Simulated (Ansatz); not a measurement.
# TePb (Fm-3m) in Ansatz: notebook

Aim: see how the results for TePb move with the level of theory and the settings. Levels: LDA, PBE. Tasks: band structure, single point, equation of state.

All numbers are computed with Ansatz 0.2.0; they aren't measurements. Logs are shortened: lines on timing, memory, paths and dates and some standing lists are left out, and cuts for length are marked.

**What was measured.**

From a printed reference work, monograph, for a bulk crystal of TePb at 4.2 K: band gap 0.19 eV (direct).

The results are compared with them further down.

**1. The structure**

The structure is cubic, space group Fm-3m (No. 225). The conventional cell has a = 6.462 Å, b = 6.462 Å, c = 6.462 Å, α = 90.00°, β = 90.00°, γ = 90.00°. Pb (site symmetry m-3m) has 6 Te at 3.23 Å as nearest neighbours. Te (site symmetry m-3m) is surrounded by 6 Pb at 3.23 Å.

**2. Band structure, LDA**

Contents of input.yaml:

```yaml
crystal:
  lattice:
    - [0.0, 3.231, 3.231]
    - [3.231, 0.0, 3.231]
    - [3.231, 3.231, 0.0]
  atoms:
    - { symbol: Pb, position: [0.0, 0.0, 0.0] }
    - { symbol: Te, position: [0.5, 0.5, 0.5] }
hamiltonian:
  xc: lda
  pseudopotentials: { kind: paw, xc_functional: lda, accuracy: standard }
kpoints:
  mp_grid: { grid: [7, 7, 7] }
  band_path:
    path:
      - [[0.0, 0.0, 0.0], [0.5, 0.0, 0.5], [0.5, 0.25, 0.75], [0.375, 0.375, 0.75], [0.0, 0.0, 0.0], [0.5, 0.5, 0.5], [0.625, 0.25, 0.625], [0.5, 0.25, 0.75], [0.5, 0.5, 0.5], [0.375, 0.375, 0.75]]
      - [[0.625, 0.25, 0.625], [0.5, 0.0, 0.5]]
    npoints: 14
scf:
  occupations: { method: fermi_dirac, width: 0.05 }
  n_extra_bands: 6
output:
  forces: true
  stress: true
  eigenvalues: true
  fatbands: false
```

Potentials or basis: JTH PAW LDA.

Run with:

```
$ ansatz run input.yaml --threads 2 --pin off --max-ram 5120MiB --backend cpu --events-out ev --progress --plain --runs-dir out
```

What it wrote:

```text
Warning: the checks of this Pb dataset prove no rule for summing its radial tables, as where they were carried onto another mesh than they were made on, and Gregory's rule is taken, under which a leading mesh point left out moves its sums only by what lay on the interval it spanned. That does not make them correct, and they differ from Quantum ESPRESSO's on this file; a re-export a fraction of a mesh step off can move them. hamiltonian.pseudopotentials.radial_quadrature: simpson_from_first_knot sums it by `pw.x`'s rule; on a PAW file no value gives `pw.x`'s numbers. What more to know: hamiltonian.pseudopotentials.radial_quadrature, in the input reference
Warning: the checks of this Te dataset prove no rule for summing its radial tables, as where they were carried onto another mesh than they were made on, and Gregory's rule is taken, under which a leading mesh point left out moves its sums only by what lay on the interval it spanned. That does not make them correct, and they differ from Quantum ESPRESSO's on this file; a re-export a fraction of a mesh step off can move them. hamiltonian.pseudopotentials.radial_quadrature: simpson_from_first_knot sums it by `pw.x`'s rule; on a PAW file no value gives `pw.x`'s numbers. What more to know: hamiltonian.pseudopotentials.radial_quadrature, in the input reference
Warning: RAYON_NUM_THREADS=2 ignored (pool sized by the plan → 2); use --threads N
scf.n_extra_bands = 6 over 10 filled bands (N_el = 20.0): the run solves 16 bands
Engine: ansatz 0.2.0, aarch64-unknown-linux-gnu
Pseudopotentials: kind: paw
Pseudopotential: Pb, paw, valence charge 14, recommended cutoff 1800 eV (normal), Pb.paw.azcp
Pseudopotential: Te, paw, valence charge 6, recommended cutoff 540 eV (normal), Te.paw.azcp
Functional definition: SPW92
  exchange = slater_x
  correlation = pw_c
Crystal: 2 atoms, lattice volume = 67.459 Å³
Basis set: ecut = 1800 eV, 11647 PW (Γ)
Bands: 16, of which v1, the nominal top of the filled ones, is band 10 counted from 1 (9 counted from 0)
Symmetry: 48 space group operations
Space group: Fm-3m (ITA 225), of the structure as read, at distance tolerance 4.1e-5 Å
k-points: 20 of 343
Non-local potential: Pb, projectors of the file, l = 0: 2, l = 1: 2, l = 2: 2
Non-local potential: Te, projectors of the file, l = 0: 2, l = 1: 2
PAW form: compensated (Kresse and Joubert's): semilocal exchange-correlation on the pseudo side sees the compensation charge
PAW one-centre angular grid: Pb, 590 points (default); XC on 161 of its mesh's 985 points in the sphere
PAW one-centre angular grid: Te, 110 points (default); XC on 64 Gauss nodes
Initial density: superposition of atomic densities (chi_scale 0.1, normalization cell, long waves kept (reshape's long-wave potential 0.00 eV rms))
Initial wavefunctions: pseudopotential atomic-orbital guess
Functional: x = slater, c = lda
SCF iter   1: F=—  HF=-16321.018559 eV  |F-HF|=—  |Δ(HF+E_count)|=         —  Δρ=1.97e-2  dr2=6.59e-1  ethr=3.10e-3  ⟨swp⟩=10.7  Hψ=2877  notcnv=0  defer=2
preconditioner: auto → none  [insulator: Δε(μ)=1.109 eV  Ē_g=15.908 eV  σ=0.050 eV  W_gap=1.00  n_scr=14 (ndim 8)  ℏωp=20.2 eV  f_vac=0.001  D(μ)=0.00/eV (n_scr^D=0)  ε∞_Penn≈2.6]
SCF iter   2: F=—  HF=-16320.816920 eV  |F-HF|=—  |Δ(HF+E_count)|=   2.02e-1  Δρ=7.67e-3  dr2=5.76e-2  ethr=3.10e-3  ⟨swp⟩=3.5  Hψ=734  notcnv=0  defer=30
SCF iter   3: F=—  HF=-16320.799396 eV  |F-HF|=—  |Δ(HF+E_count)|=   1.75e-2  Δρ=3.37e-3  dr2=6.61e-3  ethr=2.88e-4  ⟨swp⟩=3.1  Hψ=595  notcnv=0  defer=30
SCF iter   4: F=—  HF=-16320.798180 eV  |F-HF|=—  |Δ(HF+E_count)|=   1.22e-3  Δρ=5.60e-4  dr2=1.69e-4  ethr=3.31e-5  ⟨swp⟩=2.2  Hψ=480  notcnv=0  defer=30
SCF iter   5: F=—  HF=-16320.798132 eV  |F-HF|=—  |Δ(HF+E_count)|=   4.82e-5  Δρ=2.01e-4  dr2=1.86e-5  ethr=8.46e-7  ⟨swp⟩=2.5  Hψ=493  notcnv=0  defer=30
SCF iter   6: F=—  HF=-16320.798139 eV  |F-HF|=—  |Δ(HF+E_count)|=   6.83e-6  Δρ=8.42e-5  dr2=5.14e-6  ethr=9.29e-8  ⟨swp⟩=2.1  Hψ=511  notcnv=0  defer=30
SCF iter   7: F=—  HF=-16320.798137 eV  |F-HF|=—  |Δ(HF+E_count)|=   1.57e-6  Δρ=2.33e-5  dr2=3.18e-7  ethr=2.57e-8  ⟨swp⟩=2.6  Hψ=426  notcnv=0  defer=30
SCF iter   8: F=-16320.798137 eV  HF=-16320.798137 eV  |F-HF|=1.01e-8  |Δ(HF+E_count)|=   1.08e-7  Δρ=3.79e-6  dr2=1.30e-8  ethr=5.00e-10  ⟨swp⟩=15.7  Hψ=2443  notcnv=0
SCF 1 converged in 8 iterations: F = -16320.798137 eV  dr2 = 1.30e-8
NSCF: frozen V_eff on 142 k-points
SCF converged after 8 iterations
Free energy (F): -16320.798137 eV
Harris-Foulkes:  -16320.798137 eV  (|F-HF|=1.01e-8)
Internal energy: -16320.798132 eV  (E = F + TS)
E sigma→0 (E₀):  -16320.798135 eV
Entropy (-TS):   -0.000005 eV (-0.003 meV/atom)
Fermi energy:    7.107556 eV
--- Per-component energies (eV) ---
  E_band       = -80.007918
  E_kinetic    = 204.194729
  E_local      = -1604.233375  (includes V_loc(G=0)·N_el)
  E_nonlocal   = 831.103980
  E_hartree    = 601.208625
  E_xc         = -336.943398
  E_vxc        = -357.006142  (∫ρ·V_xc dr)
  E_paw        = -14627.011784  (= ΣΔE_a)
  E_vpaw       = -356.484101  (= ΣTr[D̂ρ^β])
  E_aug_tail   = 0.000006  (compensation charges beyond the density's cutoff)
  E_ewald      = -1389.116915
  E_smearing   = -0.000005  (= −TS)
  E_closure    = -0.000000  (closes the sum)
  Σ components = -16320.798137   (vs F -16320.798137, Δ=0.00e0)
--- Forces (eV/Å), atoms counted from 1 ---
  atom   1  Pb    -0.00000000     0.00000000    -0.00000000
  atom   2  Te     0.00000000    -0.00000000    -0.00000000
  max |Σ_I F_I| component: 5.13e-30 eV/Å
--- Stress (GPa, compression-positive) ---
       -1.746217      -0.000000      -0.000000
       -0.000000      -1.746217       0.000000
        0.000000      -0.000000      -1.746217
  P = ⅓ Tr σ = -1.7462 GPa (-17.462 kbar)
--- Band table (eV; the first three rows and the last of 20) ---
  k-point 0: bands = ["-9.8614", "-9.8614", "-9.8464", "-9.8464", "-9.8464", "-5.3231", "1.0041", "5.4279", "5.4279", "5.4279", "10.8223", "10.8223", "10.8223", "12.6483", "12.6483", "12.6483"]
  k-point 1: bands = ["-9.8633", "-9.8633", "-9.8458", "-9.8435", "-9.8435", "-5.1495", "0.4714", "5.4809", "5.4809", "5.7098", "9.8470", "10.0740", "10.0740", "12.4716", "13.0447", "13.0447"]
  k-point 2: bands = ["-9.8689", "-9.8689", "-9.8447", "-9.8359", "-9.8359", "-4.6593", "-0.6662", "5.6468", "5.6468", "6.1945", "8.5119", "8.8906", "8.8906", "13.0148", "14.1168", "14.1168"]
  k-point 19: bands = ["-9.9040", "-9.8620", "-9.8418", "-9.8344", "-9.8210", "-3.5299", "-1.3877", "2.8587", "3.4859", "6.0847", "8.6321", "11.4262", "12.2232", "12.9402", "14.1591", "17.4163"]
```

bands.tsv:

```text
[... 158 lines left out ...]
6.143347	-17.030476	-16.963383	-16.958203	-16.927716	-16.927357	-10.745711	-7.849591	-4.819591	-3.098508	-3.073937	3.057119	4.880714	4.920514	6.173329	10.441369	10.487156
6.167902	-17.031151	-16.963766	-16.957821	-16.927427	-16.927223	-10.751391	-7.817521	-4.833546	-3.116869	-3.102738	3.010179	4.964713	4.986789	6.202846	10.382560	10.616089
6.192457	-17.031637	-16.964042	-16.957544	-16.927217	-16.927126	-10.755549	-7.794059	-4.843527	-3.130004	-3.123622	2.975812	5.026944	5.036687	6.224133	10.305495	10.698863
6.217012	-17.031931	-16.964208	-16.957377	-16.927091	-16.927068	-10.758083	-7.779756	-4.849521	-3.137893	-3.136282	2.954884	5.065247	5.067676	6.236987	10.258244	10.653735
6.241567	-17.032029	-16.964263	-16.957321	-16.927049	-16.927049	-10.758935	-7.774950	-4.851520	-3.140524	-3.140524	2.947859	5.078184	5.078184	6.241285	10.242318	10.638504
```

Wall time 17 s (2 threads of Arm Neoverse V1, shared host); peak memory 0.97 GiB.

Results:

- Free energy: -16320.7981 eV
- Pressure: -1.7 GPa
- Band gap along the path: 0.63 eV, direct

Levels at the corners of the path, in eV from the Fermi level:
| point | band 6 | band 7 | band 8 | band 9 | band 10 | band 11 | band 12 | band 13 | band 14 | band 15 |
| --- | --- | --- | --- | --- | --- | --- | --- | --- | --- | --- |
| Γ | -12.43 | -6.10 | -1.68 | -1.68 | -1.68 | 3.71 | 3.71 | 3.71 | 5.54 | 5.54 |
| X | -10.76 | -7.77 | -4.85 | -3.14 | -3.14 | 2.95 | 5.08 | 5.08 | 6.24 | 10.24 |
| W | -10.60 | -8.44 | -4.14 | -4.14 | -0.69 | 1.24 | 4.85 | 4.85 | 6.53 | 6.53 |
| K | -10.67 | -8.42 | -4.47 | -2.64 | -2.45 | 3.17 | 3.39 | 4.82 | 5.52 | 8.65 |
| Γ | -12.43 | -6.10 | -1.68 | -1.68 | -1.68 | 3.71 | 3.71 | 3.71 | 5.54 | 5.54 |
| L | -11.01 | -9.02 | -1.20 | -1.20 | -0.36 | 0.27 | 0.85 | 0.85 | 8.08 | 8.95 |
| U | -10.67 | -8.42 | -4.47 | -2.64 | -2.45 | 3.17 | 3.39 | 4.82 | 5.52 | 8.65 |
| W | -10.60 | -8.44 | -4.14 | -4.14 | -0.69 | 1.24 | 4.85 | 4.85 | 6.53 | 6.53 |
| L | -11.01 | -9.02 | -1.20 | -1.20 | -0.36 | 0.27 | 0.85 | 0.85 | 8.08 | 8.95 |
| K | -10.67 | -8.42 | -4.47 | -2.64 | -2.45 | 3.17 | 3.39 | 4.82 | 5.52 | 8.65 |
| U | -10.67 | -8.42 | -4.47 | -2.64 | -2.45 | 3.17 | 3.39 | 4.82 | 5.52 | 8.65 |
| X | -10.76 | -7.77 | -4.85 | -3.14 | -3.14 | 2.95 | 5.08 | 5.08 | 6.24 | 10.24 |

Caveat: this odd mesh misses L, where the gap lies, so gap, dielectric constants and Born charges aren't listed; spin-orbit coupling is left out, which moves the levels of the heavy elements.

**3. Single point, PBE, 31.71 Å³/atom (volume scaled by 0.94)**

Contents of input.yaml:

```yaml
crystal:
  lattice:
    - [0.0, 3.1650427173, 3.1650427173]
    - [3.1650427173, 0.0, 3.1650427173]
    - [3.1650427173, 3.1650427173, 0.0]
  atoms:
    - { symbol: Pb, position: [0.0, 0.0, 0.0] }
    - { symbol: Te, position: [0.5, 0.5, 0.5] }
hamiltonian:
  xc: pbe
  pseudopotentials: { kind: nc, source: spms }
kpoints:
  mp_grid: { grid: [7, 7, 7] }
scf:
  occupations: { method: fermi_dirac, width: 0.05 }
output:
  forces: true
  stress: true
  eigenvalues: true
```

Potentials or basis: SPMS NC.

Run with:

```
$ ansatz run input.yaml --threads 2 --pin off --max-ram 5120MiB --backend cpu --events-out ev --progress --plain --runs-dir out
```

It took 1.3 s on 2 threads of Arm Neoverse V1, shared host; peak memory 0.31 GiB.

Results (log left out):

```
Free energy : -4417.1995 eV
Pressure    : 5.5 GPa
```

Caveat: this odd mesh misses L, where the gap lies, so gap, dielectric constants and Born charges aren't listed.

**4. Single point, PBE, 32.38 Å³/atom (volume scaled by 0.96)**

input.yaml, as its differences from that of step 3:

```diff
@@ -2,5 +2,5 @@
   lattice:
-    - [0.0, 3.1650427173, 3.1650427173]
-    - [3.1650427173, 0.0, 3.1650427173]
-    - [3.1650427173, 3.1650427173, 0.0]
+    - [0.0, 3.1873324849, 3.1873324849]
+    - [3.1873324849, 0.0, 3.1873324849]
+    - [3.1873324849, 3.1873324849, 0.0]
   atoms:
@@ -19 +19,5 @@
   eigenvalues: true
+  write_density: true
+  write_potential: true
+  elf: true
+  volumetric_format: npy
```

Run with:

```
$ ansatz run input.yaml --threads 2 --pin off --max-ram 5120MiB --backend cpu --events-out ev --progress --plain --runs-dir out
```

Wall time 1.8 s (2 threads of Arm Neoverse V1, shared host); peak memory 0.32 GiB.

The run converged. Its results:

| Quantity | Value |
| --- | --- |
| Free energy | -4417.2401 eV |
| Pressure | 4.2 GPa |

Caveat: this odd mesh misses L, where the gap lies, so gap, dielectric constants and Born charges aren't listed.

**5. Single point, PBE, 33.05 Å³/atom (volume scaled by 0.98)**

Contents of input.yaml:

```yaml
crystal:
  lattice:
    - [0.0, 3.2093147829, 3.2093147829]
    - [3.2093147829, 0.0, 3.2093147829]
    - [3.2093147829, 3.2093147829, 0.0]
  atoms:
    - { symbol: Pb, position: [0.0, 0.0, 0.0] }
    - { symbol: Te, position: [0.5, 0.5, 0.5] }
hamiltonian:
  xc: pbe
  pseudopotentials: { kind: nc, source: spms }
kpoints:
  mp_grid: { grid: [7, 7, 7] }
scf:
  occupations: { method: fermi_dirac, width: 0.05 }
output:
  forces: true
  stress: true
  eigenvalues: true
```

Run with:

```
$ ansatz run input.yaml --threads 2 --pin off --max-ram 5120MiB --backend cpu --events-out ev --progress --plain --runs-dir out
```

Wall time 1.3 s (2 threads of Arm Neoverse V1, shared host); peak memory 0.31 GiB.

It converged, with:

```
Free energy : -4417.2708 eV
Pressure    : 3.1 GPa
```

Caveat: this odd mesh misses L, where the gap lies, so gap, dielectric constants and Born charges aren't listed.

**6. Single point, PBE, 33.73 Å³/atom**

input.yaml, as its differences from that of step 5:

```diff
@@ -2,5 +2,5 @@
   lattice:
-    - [0.0, 3.2093147829, 3.2093147829]
-    - [3.2093147829, 0.0, 3.2093147829]
-    - [3.2093147829, 3.2093147829, 0.0]
+    - [0.0, 3.231, 3.231]
+    - [3.231, 0.0, 3.231]
+    - [3.231, 3.231, 0.0]
   atoms:
@@ -19 +19,5 @@
   eigenvalues: true
+  write_density: true
+  write_potential: true
+  elf: true
+  volumetric_format: npy
```

Potentials or basis: SPMS NC.

Run with:

```
$ ansatz run input.yaml --threads 2 --pin off --max-ram 5120MiB --backend cpu --events-out ev --progress --plain --runs-dir out
```

Run time: 1.8 s. Hardware: 2 threads of Arm Neoverse V1, shared host; peak memory 0.32 GiB.

The run converged. Its results:

```yaml
Free_energy: -4417.2925 eV
Pressure: 2.1 GPa
```

Caveat: this odd mesh misses L, where the gap lies, so gap, dielectric constants and Born charges aren't listed.

**7. Single point, PBE, 34.40 Å³/atom (volume scaled by 1.02)**

input.yaml, as its differences from that of step 6:

```diff
@@ -2,5 +2,5 @@
   lattice:
-    - [0.0, 3.231, 3.231]
-    - [3.231, 0.0, 3.231]
-    - [3.231, 3.231, 0.0]
+    - [0.0, 3.2523979746, 3.2523979746]
+    - [3.2523979746, 0.0, 3.2523979746]
+    - [3.2523979746, 3.2523979746, 0.0]
   atoms:
```

Run with:

```
$ ansatz run input.yaml --threads 2 --pin off --max-ram 5120MiB --backend cpu --events-out ev --progress --plain --runs-dir out
```

Run time: 1.8 s. Hardware: 2 threads of Arm Neoverse V1, shared host; peak memory 0.32 GiB.

The run converged. Its results:

```yaml
Free_energy: -4417.3061 eV
Pressure: 1.2 GPa
```

Caveat: this odd mesh misses L, where the gap lies, so gap, dielectric constants and Born charges aren't listed.

**8. Single point, PBE, 35.08 Å³/atom (volume scaled by 1.04)**

Contents of input.yaml:

```yaml
crystal:
  lattice:
    - [0.0, 3.2735180337, 3.2735180337]
    - [3.2735180337, 0.0, 3.2735180337]
    - [3.2735180337, 3.2735180337, 0.0]
  atoms:
    - { symbol: Pb, position: [0.0, 0.0, 0.0] }
    - { symbol: Te, position: [0.5, 0.5, 0.5] }
hamiltonian:
  xc: pbe
  pseudopotentials: { kind: nc, source: spms }
kpoints:
  mp_grid: { grid: [7, 7, 7] }
scf:
  occupations: { method: fermi_dirac, width: 0.05 }
output:
  forces: true
  stress: true
  eigenvalues: true
```

Run with:

```
$ ansatz run input.yaml --threads 2 --pin off --max-ram 5120MiB --backend cpu --events-out ev --progress --plain --runs-dir out
```

Wall time 1.5 s (2 threads of Arm Neoverse V1, shared host); peak memory 0.32 GiB.

It converged, with:

```
Free energy : -4417.3125 eV
Pressure    : 0.4 GPa
```

Caveat: this odd mesh misses L, where the gap lies, so gap, dielectric constants and Born charges aren't listed.

**9. Single point, PBE, 35.75 Å³/atom (volume scaled by 1.06)**

input.yaml, as its differences from that of step 8:

```diff
@@ -2,5 +2,5 @@
   lattice:
-    - [0.0, 3.2735180337, 3.2735180337]
-    - [3.2735180337, 0.0, 3.2735180337]
-    - [3.2735180337, 3.2735180337, 0.0]
+    - [0.0, 3.2943690292, 3.2943690292]
+    - [3.2943690292, 0.0, 3.2943690292]
+    - [3.2943690292, 3.2943690292, 0.0]
   atoms:
```

Potentials or basis: SPMS NC.

Run with:

```
$ ansatz run input.yaml --threads 2 --pin off --max-ram 5120MiB --backend cpu --events-out ev --progress --plain --runs-dir out
```

It took 1.5 s on 2 threads of Arm Neoverse V1, shared host; peak memory 0.32 GiB.

The run converged. Its results:

```
Free energy : -4417.3123 eV
Pressure    : -0.4 GPa
```

Caveat: this odd mesh misses L, where the gap lies, so gap, dielectric constants and Born charges aren't listed.

**10. Equation of state, PBE**

No new run: the results of the series are fitted here.

What came out:

- Equilibrium volume: 35.39 Å³/atom
- Bulk modulus: 39 GPa
- Pressure derivative of the bulk modulus: 4.5

Energy against volume, from the lowest point:
| volume (Å³/atom) | energy (meV/atom) |
| --- | --- |
| 31.706 | 56.51 |
| 32.380 | 36.19 |
| 33.055 | 20.86 |
| 33.730 | 10.01 |
| 34.404 | 3.19 |
| 35.079 | 0.00 |
| 35.753 | 0.09 |

Caveat: this odd mesh misses L, where the gap lies, so gap, dielectric constants and Born charges aren't listed. The run has no spin-orbit coupling, so splittings on Pb, Te are missing.

**11. Comparison with measurements**

Step 2. Against the measured gap of TePb, 0.19 eV (direct; 4.2 K; a printed reference work, monograph), the calculated 0.63 eV is off by +0.44 eV. Spin-orbit coupling on Pb, Te is left out. The value is that of LDA, without temperature or zero-point motion.
